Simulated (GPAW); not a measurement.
# MoSe2 in GPAW: convergence with response cutoff (eV)

Input of the first run (response cutoff (eV) 10); the others differ in this setting and in those tied to it:

File run.py:

```python
import numpy as np
from ase.dft.bandgap import bandgap
from ase.io import read, write
from gpaw import GPAW, PW
from gpaw.response.df import DielectricFunction

atoms = read('POSCAR')

calc = GPAW(mode=PW(500),
            xc='LDA',
            kpts={'size': (8, 8, 2), 'gamma': True},
            occupations={'name': 'fermi-dirac', 'width': 0.001},
            nbands=46,
            convergence={'density': 1e-06},
            maxiter=150,
            txt='gpaw.txt')
atoms.calc = calc
energy = atoms.get_potential_energy()
calc.write('gs.gpw')
write('result.traj', atoms)
print(f'Energy: {energy:.6f} eV')
print('Fermi level:', round(calc.get_fermi_level(), 4), 'eV')
print(f'Gap: {bandgap(calc)[0]:.4f} eV, direct: {bandgap(calc, direct=True)[0]:.4f} eV')

for size in [(8, 8, 2)]:
    name = 'x'.join(str(n) for n in size)
    dense = calc.fixed_density(kpts={'size': size, 'gamma': True},
                               nbands=104, convergence={'bands': 98},
                               update_fermi_level=True, txt=f'dense-{name}.txt')
    dense.write(f'{name}.gpw', mode='all')
    df = DielectricFunction(f'{name}.gpw', frequencies=np.array([0.0]), hilbert=False, eta=0.001,
                            ecut=10, nbands=98, intraband=False, txt=f'df-{name}.txt')
    for xc in ['RPA']:
        for direction in ['x', 'y', 'z', [0, 1, 1], [1, 0, 1], [1, 1, 0]]:
            e0, e = df.get_macroscopic_dielectric_constant(xc=xc, direction=direction)
            print(f'{name} {xc} {direction}: {e0:.4f} without, {e:.4f} with local fields')
```

File POSCAR:

```
MoSe2
1.0
    3.2880000000      0.0000000000      0.0000000000
   -1.6440000000      2.8474915276      0.0000000000
    0.0000000000      0.0000000000     12.9000000000
Mo Se
2 4
Direct
    0.6666666667      0.3333333333      0.7500000000
    0.3333333333      0.6666666667      0.2500000000
    0.6666666667      0.3333333333      0.3750000000
    0.3333333333      0.6666666667      0.8750000000
    0.6666666667      0.3333333333      0.1250000000
    0.3333333333      0.6666666667      0.6250000000
```

Potentials or basis: the program's PAW data sets (release 1.2.1) made for this functional, pw.

Command:

```sh
$ OMP_NUM_THREADS=1 python run.py
```

Hardware: 1 thread of Arm Neoverse V2, with other jobs on the host.

```
response cutoff (eV)  dielectric constant  SCF cycles  CPU time (s)  peak memory (GiB)
                  10               13.215          13           430               0.54
                  20               12.967          13           430               0.55
                  30               12.629          13           440               0.55
                  50               12.547          13           440               0.55
                  80               12.353          13           430               0.57
                 120               12.138          13           440               0.59
                 160               12.075          13           440               0.62
```

Not settled before the last step: the dielectric constant (to 0.05). The tightest run that finished is the yardstick and may itself not be fully converged.

Caveat, for the tightest run too: the long-wavelength limit can be off by several per cent where d states take part.
